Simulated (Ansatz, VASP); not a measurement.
# One calculation of AlN, two programs

INCAR

```
PREC     = Accurate       # precision mode
ENCUT    = 520            # plane-wave cutoff, eV
EDIFF    = 1E-6           # SCF threshold, eV
ISMEAR   = 0              # smearing method
SIGMA    = 0.05           # smearing width, eV
LREAL    = F              # projectors in reciprocal space
LASPH    = T              # aspherical terms in the spheres
NELM     = 60             # most SCF steps
ALGO     = Normal         # electronic algorithm
ISIF     = 2              # what is computed and relaxed
LWAVE    = F              # write WAVECAR
LCHARG   = T              # write CHGCAR
GGA      = PE             # functional
LELF     = T              # ELF
LVHAR    = T            
NBANDS   = 16             # bands
```

The input KPOINTS:

```
regular mesh
0
Gamma
  12 12 7
```

POSCAR

```
AlN
1.0
    3.0969840749      0.0000000000      0.0000000000
   -1.5484920374      2.6820668839      0.0000000000
    0.0000000000      0.0000000000      4.9662752219
Al N
2 2
Direct
    0.6666666700      0.3333333300      0.4992870000
    0.3333333300      0.6666666700      0.9992870000
    0.6666666700      0.3333333300      0.8807130000
    0.3333333300      0.6666666700      0.3807130000
```

Input for Ansatz:

```yaml
crystal:
  lattice:
    - [3.0969840749, 0.0, 0.0]
    - [-1.5484920374, 2.6820668839, 0.0]
    - [0.0, 0.0, 4.9662752219]
  atoms:
    - { symbol: Al, position: [0.66666667, 0.33333333, 0.499287] }
    - { symbol: Al, position: [0.33333333, 0.66666667, 0.999287] }
    - { symbol: "N", position: [0.66666667, 0.33333333, 0.880713] }
    - { symbol: "N", position: [0.33333333, 0.66666667, 0.380713] }
hamiltonian:
  xc: pbe
  pseudopotentials:
    kind: all_electron
    lapw: { muffin_tin_radii: { Al: 0.958, "N": 0.783 } }
kpoints:
  mp_grid: { grid: [12, 12, 7] }
scf:
  occupations: { method: gaussian, width: 0.05 }
  convergence: { dr2_threshold: 1.0e-09 }
output:
  eigenvalues: true
basis:
  ecutwfc: 400
```

The cell is a database's computed one.

Alike in both runs: task single point; functional PBE; k mesh 12 × 12 × 7; occupations gaussian, width 0.05 eV; no spin polarisation.

|  | VASP | Ansatz |
| --- | --- | --- |
| version | VASP 6.6.1 | Ansatz 0.2.0 |
| potentials or method | VASP PAW PBE potentials, release 64 (Al, N) | all-electron LAPW, scalar-relativistic |
| plane-wave cutoff (eV) | 520 | see its input |

VASP gave:

- gap on the k mesh at the Fermi level (eV): 4.33
- least direct gap on the mesh (eV): 4.33

Task: What did Ansatz give for the same quantities?

Result: gap on the k mesh at the Fermi level (eV): 4.32; least direct gap on the mesh (eV): 4.32.

Ansatz ran all-electron here, so the differences hold the error of VASP's frozen core and of both bases.

Caveats: an odd mesh through Γ misses points on the zone boundary, where band edges often lie.
